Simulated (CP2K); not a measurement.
Runs of CP2K 2026.2 on Hf. The structure is hexagonal, space group P6_3/mmc (No. 194). Conventional cell: a = 3.197 Å, b = 3.197 Å, c = 5.058 Å, α = 90.00°, β = 90.00°, γ = 120.00°. Around Hf (site symmetry -6m2) lie 12 Hf at 3.13 to 3.20 Å. 

```csv
level,potentials or basis,basis sets,potentials,ADDED_MOS,CUTOFF of the grids,cutoff radius of the dispersion sum (A),gap on the mesh (eV),pressure (GPa)
BLYP,GTH_POTENTIALS Hf GTH-PBE-q12; TZVP-MOLOPT-PBE-GTH basis,Hf TZVP-MOLOPT-PBE-GTH-q12,Hf GTH-PBE-q12 of GTH_POTENTIALS,[16],450 Ry,-,none,3.5
PBE,GTH_POTENTIALS Hf GTH-PBE-q12; SZV-MOLOPT-SR-GTH basis,Hf SZV-MOLOPT-SR-GTH-q12,Hf GTH-PBE-q12 of GTH_POTENTIALS,[8],500 Ry,-,none,(a)
BLYP+D4,GTH_POTENTIALS Hf GTH-PBE-q12; TZVP-MOLOPT-PBE-GTH basis,Hf TZVP-MOLOPT-PBE-GTH-q12,Hf GTH-PBE-q12 of GTH_POTENTIALS,[16],450 Ry,20,none,0.7
PBE,POTENTIAL_UZH Hf GTH-PBE-q12; TZV2P-MOLOPT-PBE-GTH basis,Hf TZV2P-MOLOPT-PBE-GTH-q12,Hf GTH-PBE-q12 of POTENTIAL_UZH,[16],500 Ry,-,none,0.7
PBE,POTENTIAL_UZH Hf GTH-PBE-q12; ccGRB-D basis,Hf ccGRB-D-q12,Hf GTH-PBE-q12 of POTENTIAL_UZH,[16],500 Ry,-,none,0.4
```

Alike in all rows: task single point; no spin polarisation; cell as given; k mesh 10 × 10 × 5; smearing fermi-dirac 0.05 eV.

**Question.** Fill in the values left out.

**Answer.** (a) -10.8.

Caveats: the basis of atomic orbitals isn't converged, which shifts pressures, moduli and gaps; the potentials were made for another functional, which shifts forces and pressure (some runs); a minimal basis gives rough bond lengths, pressures and levels (some runs); pairwise dispersion overbinds metals, which lowers pressure and volume (some runs).

A k mesh can miss the band edges, and the runs leave out spin-orbit coupling on Hf.

A gap of «none» marks a metal or a gap under the smearing width.
